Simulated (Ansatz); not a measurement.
# PbSe: gradients before and after relaxing the atoms

Start: a Materials Project structure (computed, not necessarily an observed phase).

Space group Pnma (No. 62); a = 13.2198, b = 4.4565, c = 4.4152 Å.

| site | Wyckoff | site symmetry | x | y | z |
| --- | --- | --- | --- | --- | --- |
| Pb | 4c | .m. | 0.8596 | 0.7500 | 0.9103 |
| Se | 4c | .m. | 0.6423 | 0.7500 | 0.9518 |

One atom of each set is listed.

Level of theory: DFT, r2SCAN, plane waves and PAW, scalar-relativistic, 500 eV cutoff, Γ-centred 3×8×8 k-points, Fermi–Dirac smearing 0.01 eV (Ansatz 0.2.0).

The largest force at the start is 0.19 eV/Å. Relaxing the ions at fixed cell moves them by 0.827 Å at most (atom 6, Se) and 0.785 Å rms.

| site | moved (Å) | first shell before | first shell after | V_zz before (10²¹ V/m²) | η before |
| --- | --- | --- | --- | --- | --- |
| Pb | 0.739 | 5 Se at 2.88–3.27 Å | 5 Se at 2.90–3.20 Å | -12.22 | 0.19 |
| Se | 0.827 | 5 Pb at 2.88–3.27 Å | 5 Pb at 2.90–3.20 Å | -1.84 | 0.49 |

Q: What are V_zz and η after the relaxation?

A: 

```json
{"site": "Pb", "V_zz after": "-8.37", "η after": "0.07", "change of V_zz": "+3.85"}
{"site": "Se", "V_zz after": "-1.19", "η after": "0.58", "change of V_zz": "+0.65"}
```

The largest change of V_zz is on Pb, from -12.22 to -8.37. In per cent, |V_zz| changes by -31 on Pb, -35 on Se (all sites that start above 0.5).

Spin–orbit coupling is left out, which shifts gradients on Pb by a few per cent, and by more where contributions nearly cancel.
